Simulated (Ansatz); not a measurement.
# SiC (Moissanite 3C): relaxation of cell and atoms with PBEsol

Crystal: SiC (Moissanite 3C).

```xyz
2
Lattice="0.0000 2.1790 2.1790 2.1790 0.0000 2.1790 2.1790 2.1790 0.0000" Properties=species:S:1:pos:R:3 pbc="T T T"
Si    0.0000    0.0000    0.0000
C     3.2685    3.2685    3.2685
```

* Program: Ansatz 0.2.0
* Task: relaxation of cell and atoms
* Functional: PBEsol
* Potentials or basis: all-electron LAPW, scalar-relativistic
* Basis error allowed: 0.001 eV/atom
* k mesh: 10 × 10 × 10
* Occupations: fermi-dirac, width 0.05 eV
* Spin: no spin polarisation
* Target pressure: 20 GPa

```
Relaxed volume                                         : 9.56 Å³/atom
Relaxed cell                                           : a = 3.002 Å, b = 3.002 Å, c = 3.002 Å, α = 60.00°, β = 60.00°, γ = 60.00°
Space group after relaxing (to 0.05 Å)                 : F-43m (No. 216)
Energy change on relaxing (the enthalpy is what falls) : +45.2 meV/atom
Ionic steps                                            : 5
Pressure after relaxing                                : 20.0 GPa
Band gap on the k mesh                                 : 1.17 eV
```

The path:
| step | energy change (eV) | largest force (eV/Å) | volume (Å³) |
| --- | --- | --- | --- |
| 1 | 0.0000 | 0.0000 | 20.69 |
| 2 | 0.0333 | 0.0000 | 19.71 |
| 3 | 0.0987 | 0.0000 | 19.06 |
| 4 | 0.0904 | 0.0000 | 19.12 |
| 5 | 0.0904 | 0.0000 | 19.12 |

Final structure:
```yaml
crystal:
  lattice:
    - [0.00000, 2.12254, 2.12254]
    - [2.12254, 0.00000, 2.12254]
    - [2.12254, 2.12254, 0.00000]
  atoms:
    - { symbol: Si, position: [0.00000, 0.00000, 0.00000] }
    - { symbol: C, position: [0.75000, 0.75000, 0.75000] }
```

Wall time 19 s on 1 thread of Arm Neoverse V2, with other jobs on the host, peak memory 0.26 GiB.

A k mesh can miss the band edges. PBEsol gaps usually lie below the measured ones, often by a third to a half.
